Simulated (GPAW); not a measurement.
# GaAs (F-43m) in GPAW: settings compared

One crystal, GaAs, is run at these levels: BLYP, PBE+D4; tasks: elastic constants, Born charges.

All numbers are computed with GPAW 26.7.0; they aren't measurements. Logs are shortened: lines on timing, memory, paths and dates and some standing lists are left out, and cuts for length are marked. The log counts tension as positive stress, the text compression.

**What was measured.**

“Evidence of valence band perturbations in GaAsN/GaAs(001): A combined variable-angle spectroscopic ellipsometry and modulated photoreflectance investigation”, 2008, arxiv:0805.2212 reports, for a bulk crystal of GaAs at 300 K: band gap 1.418 ± 0.005 eV (direct).

How close the calculation comes is told below.

## (1) The structure

The structure is cubic, space group F-43m (No. 216). Conventional cell: a = 5.654 Å, b = 5.654 Å, c = 5.654 Å, α = 90.00°, β = 90.00°, γ = 90.00°. As (site symmetry -43m) is surrounded by 4 Ga at 2.45 Å. Ga (site symmetry -43m) is surrounded by 4 As at 2.45 Å.

## (2) Elastic constants, BLYP, 22.59 Å³/atom

run.py reads:

```python
import json
import numpy as np
import spglib
from ase.constraints import FixSymmetry
from ase.filters import FrechetCellFilter
from ase.io import read, write
from ase.optimize import BFGS
from ase.stress import full_3x3_to_voigt_6_stress, voigt_6_to_full_3x3_strain, voigt_6_to_full_3x3_stress
from ase.units import GPa
from gpaw import GPAW, PW, setup_paths

setup_paths.insert(0, '.')

atoms = read('GaAs.cif')

calc = GPAW(mode=PW(600),
            xc='BLYP',
            kpts={'size': (8, 8, 8), 'gamma': True},
            occupations={'name': 'fermi-dirac', 'width': 0.05},
            nbands=11,
            convergence={'density': 1e-06, 'eigenstates': 1e-09},
            eigensolver='davidson',
            maxiter=150,
            txt='gpaw.txt')
atoms.calc = calc
atoms.set_constraint(FixSymmetry(atoms))
BFGS(FrechetCellFilter(atoms), trajectory='relax.traj', logfile='-').run(fmax=0.005, steps=40)
atoms.set_constraint()
energy = atoms.get_potential_energy()
forces = atoms.get_forces()
stress = atoms.get_stress()
calc.write('gs.gpw')
write('result.traj', atoms)
print('Cell:', atoms.cell.cellpar().round(4))
print(atoms.get_scaled_positions().round(5))

gpts = tuple(int(n) for n in calc.get_number_of_grid_points())
cell = atoms.cell[:].T
dataset = spglib.get_symmetry((atoms.cell[:], atoms.get_scaled_positions(), atoms.numbers), symprec=1e-4)
rotations = [cell @ w @ np.linalg.inv(cell) for w in dataset['rotations']]
strains, clamped, relaxed = [], [], []
for v in [0]:
    for e in (-0.005, 0.005):
        voigt = np.zeros(6)
        voigt[v] = e
        F = voigt_6_to_full_3x3_strain(voigt)
        a = atoms.copy()
        a.set_cell(atoms.cell[:] @ F, scale_atoms=True)
        c = GPAW(mode=PW(600),
                 xc='BLYP',
                 kpts={'size': (8, 8, 8), 'gamma': True},
                 occupations={'name': 'fermi-dirac', 'width': 0.05},
                 nbands=11,
                 convergence={'density': 1e-06, 'eigenstates': 1e-09},
                 eigensolver='davidson',
                 maxiter=150,
                 gpts=gpts,
                 txt=f'strain-{v}{e:+.3f}.txt')
        a.calc = c
        s0 = s1 = a.get_stress() - stress
        BFGS(a, logfile=None).run(fmax=0.003, steps=25)
        s1 = a.get_stress() - stress
        print(v, e, 'clamped', (s0 / GPa).round(3), 'relaxed', (s1 / GPa).round(3), flush=True)
        for R in rotations:  # images under the point group
            eps = R @ (F - np.eye(3)) @ R.T
            strains.append(full_3x3_to_voigt_6_stress(eps) * [1, 1, 1, 2, 2, 2])
            for s, rows in ((s0, clamped), (s1, relaxed)):
                rows.append(full_3x3_to_voigt_6_stress(R @ voigt_6_to_full_3x3_stress(s) @ R.T))

C0, C = (np.linalg.lstsq(np.array(strains), np.array(s), rcond=None)[0].T / GPa for s in (clamped, relaxed))
print('Clamped-ion Cij (GPa):')
print(C0.round(1))
print('Relaxed-ion Cij (GPa):')
print(C.round(1))
json.dump({'clamped': C0.tolist(), 'relaxed': C.tolist()}, open('elastic.json', 'w'))
```

GaAs.cif reads:

```cif
data_GaAs
_cell_length_a 3.99776961
_cell_length_b 3.99776961
_cell_length_c 3.99776961
_cell_angle_alpha 60.00000000
_cell_angle_beta 60.00000000
_cell_angle_gamma 60.00000000
_space_group_name_H-M_alt 'P1'
_space_group_name_Hall 'P 1'
_space_group_IT_number 1
loop_
_space_group_symop_operation_xyz
'x,y,z'
loop_
_atom_site_label
_atom_site_type_symbol
_atom_site_symmetry_multiplicity
_atom_site_Wyckoff_symbol
_atom_site_fract_x
_atom_site_fract_y
_atom_site_fract_z
_atom_site_occupancy
As1 As 1 a 0.7500000000 0.7500000000 0.7500000000 1
Ga1 Ga 1 a 0.0000000000 0.0000000000 0.0000000000 1
```

Potentials or basis: PAW data sets generated in the run's folder for this functional, pw.

Command:

```sh
> gpaw-setup -f BLYP As Ga
> OMP_NUM_THREADS=1 python run.py
```

gpaw.txt:

```text
__  _  _
 | _ |_)|_||  |
 |__||  | ||/\| - 26.7.0

Input parameters:
  mode=PW(ecut=600.0),
  convergence={'density': 1e-06, 'eigenstates': 1e-09},
  eigensolver=Davidson(niter=2),
  kpts=MonkhorstPack(size=(8, 8, 8), gamma=True),
  maxiter=150,
  nbands=11,
  occupations=Occupations(name='fermi-dirac', width=0.05),
  xc=XC(name='BLYP')

Diagonalizing LCAO Hamiltonian
Converting LCAO to pw mode

                         As

       Ga

Atoms  # Å, Bohr magnetons
|   | symbol |        x |         y |         z |    initial magnetic moments |
|---|--------|----------|-----------|-----------|-----------------------------|
| 0 |     As | 5.996654 |  3.462170 |  2.448124 | ( 0.0000,  0.0000,  0.0000) |
| 1 |     Ga | 0.000000 | -0.000000 | -0.000000 | ( 0.0000,  0.0000,  0.0000) |
[... 161 lines left out ...]
convergence criteria:
- Maximum integral of absolute [dens]ity change: 1e-06 electrons / valence electron
- Maximum integral of absolute [eigenst]ate change: 1e-09 eV^2 / valence electron
- Maximum [total energy] change in last 3 cyles: 0.0005 eV / valence electron
maximum number of iterations: 150

SCF iterations
|iter     | |      energy | eigst |  dens |
|---------|-|-------------|-------|-------|
|iter:   1| |   -6.986131 | -0.53 |       |
|iter:   2| |   -6.961664 | -2.74 | -0.86 |
|iter:   3| |   -6.847764 | -2.07 | -0.89 |
|iter:   4| |   -6.848017 | -3.85 | -1.52 |
|iter:   5| |   -6.848148c| -4.70 | -1.96 |
|iter:   6| |   -6.848140c| -5.57 | -2.78 |
|iter:   7| |   -6.848141c| -7.22 | -3.64 |
|iter:   8| |   -6.848142c| -8.45 | -4.02 |
|iter:   9| |   -6.848142c| -9.73c| -5.11 |
|iter:  10| |   -6.848142c|-10.77c| -5.75 |
|iter:  11| |   -6.848142c|-11.88c| -7.00c|

Converged in 11 steps
Energy contributions relative to reference atoms: (reference = -114409.509573)

Energy contributions:
  Kinetic:          33.495433
  Coulomb:         -29.709305
  Zero:              0.032622
  External:          0.000000
  Xc:              -10.666867
  Entropy:          -0.000051
  Spinorbit:         0.000000
  ----------------------------
  Free energy:      -6.848167
  Extrapolated:     -6.848142

dipole moment: (4.826005, 14.647604, 10.357420)  # |e|*Ang

Fermi level: 5.568
Eigenvalues  # (at kpt = [0.000, 0.000, 0.000])
| band index |      eig [eV] | occ [0-2] |
|------------|---------------|-----------|
|          0 |        -7.398 |     2.000 |
|          1 |         5.323 |     1.985 |
|          2 |         5.323 |     1.985 |
|          3 |         5.323 |     1.985 |
|          4 |         5.754 |     0.047 |
|          5 |         9.136 |     0.000 |
|          6 |         9.136 |     0.000 |
|          7 |         9.136 |     0.000 |
|          8 |        13.201 |     0.000 |
|          9 |        15.561 |     0.000 |
|         10 |        15.903 |     0.000 |

Gap: 0.431 eV
Transition (v -> c):
  (s=0, k=0, n=3, [0.00, 0.00, 0.00]) -> (s=0, k=0, n=4, [0.00, 0.00, 0.00])
No difference between direct/indirect transitions

Stress tensor  # eV/Ang^3
|         x |         y |         z |
|-----------|-----------|-----------|
| -0.048139 |  0.000000 |  0.000000 |
|  0.000000 | -0.048139 |  0.000000 |
|  0.000000 |  0.000000 | -0.048139 |

Forces  # eV/Ang
|        x |        y |        z |
|----------|----------|----------|
|  0.00000 | -0.00000 |  0.00000 |  # As   0
| -0.00000 |  0.00000 | -0.00000 |  # Ga   1
[... 210 lines left out ...]
Fermi level: 5.239
Eigenvalues  # (at kpt = [0.000, 0.000, 0.000])
| band index |      eig [eV] | occ [0-2] |
|------------|---------------|-----------|
|          0 |        -7.478 |     2.000 |
|          1 |         5.082 |     1.917 |
|          2 |         5.082 |     1.917 |
|          3 |         5.082 |     1.917 |
|          4 |         5.332 |     0.271 |
|          5 |         8.884 |     0.000 |
|          6 |         8.884 |     0.000 |
|          7 |         8.884 |     0.000 |
|          8 |        12.880 |     0.000 |
|          9 |        15.262 |     0.000 |
|         10 |        15.262 |     0.000 |

Gap: 0.250 eV
Transition (v -> c):
  (s=0, k=0, n=3, [0.00, 0.00, 0.00]) -> (s=0, k=0, n=4, [0.00, 0.00, 0.00])
No difference between direct/indirect transitions

Stress tensor  # eV/Ang^3
|         x |         y |         z |
|-----------|-----------|-----------|
| -0.036216 |  0.000000 | -0.000000 |
|  0.000000 | -0.036216 | -0.000000 |
|  0.000000 | -0.000000 | -0.036216 |

Forces  # eV/Ang
|       x |        y |        z |
|---------|----------|----------|
| 0.00000 | -0.00000 |  0.00000 |  # As   0
| 0.00000 |  0.00000 | -0.00000 |  # Ga   1

Interpolating wave functions to new cell

                         As

       Ga

Atoms  # Å, Bohr magnetons
|   | symbol |        x |         y |         z |    initial magnetic moments |
|---|--------|----------|-----------|-----------|-----------------------------|
| 0 |     As | 6.202677 |  3.581117 |  2.532232 | ( 0.0000,  0.0000,  0.0000) |
| 1 |     Ga | 0.000000 | -0.000000 | -0.000000 | ( 0.0000,  0.0000,  0.0000) |
[... 459 lines left out ...]
Stress tensor  # eV/Ang^3
|         x |         y |         z |
|-----------|-----------|-----------|
| -0.000486 |  0.000000 | -0.000000 |
|  0.000000 | -0.000486 | -0.000000 |
|  0.000000 | -0.000000 | -0.000486 |

Forces  # eV/Ang
|       x |        y |        z |
|---------|----------|----------|
| 0.00000 | -0.00000 | -0.00000 |  # As   0
| 0.00000 |  0.00000 | -0.00000 |  # Ga   1

Interpolating wave functions to new cell

                         As

       Ga

Atoms  # Å, Bohr magnetons
|   | symbol |        x |         y |         z |    initial magnetic moments |
|---|--------|----------|-----------|-----------|-----------------------------|
| 0 |     As | 6.231412 |  3.597708 |  2.543963 | ( 0.0000,  0.0000,  0.0000) |
| 1 |     Ga | 0.000000 | -0.000000 | -0.000000 | ( 0.0000,  0.0000,  0.0000) |
[... 222 lines left out ...]
Forces  # eV/Ang
|        x |        y |        z |
|----------|----------|----------|
| -0.00000 | -0.00000 | -0.00000 |  # As   0
|  0.00000 |  0.00000 |  0.00000 |  # Ga   1

# Writing to gs.gpw (mode='')
```

It took 2.8 min on 1 thread of Arm Neoverse V2, shared host; peak memory 0.34 GiB.

What came out:

```yaml
Free_energy: -6.9674 eV
Relaxed_volume: 25.35 Å³/atom
Relaxed_cell: a = 4.154 Å, b = 4.154 Å, c = 4.154 Å, α = 60.00°, β = 60.00°, γ = 60.00°
Space_group_after_relaxing_to_0.05_Å: F-43m (No. 216)
Pressure_after_relaxing: 0.0 GPa
Band_gap_on_the_k_mesh: none (metal or under the smearing width)
Voigt_bulk_modulus: 51 GPa
Bulk_modulus_Hill: 51 GPa
Shear_modulus_Hill: 36 GPa
Young's_modulus: 88 GPa
Poisson's_ratio_from_the_elastic_constants: 0.21
```

Caveat: the density grid can change from cell to cell, which puts small steps into energies and stress; elastic constants of metals need much finer meshes, so these are rough; this crystal is a semiconductor, whose small gap the functional closes, so the metal is an error of the method.

(Part 1 of 2 ends here.)
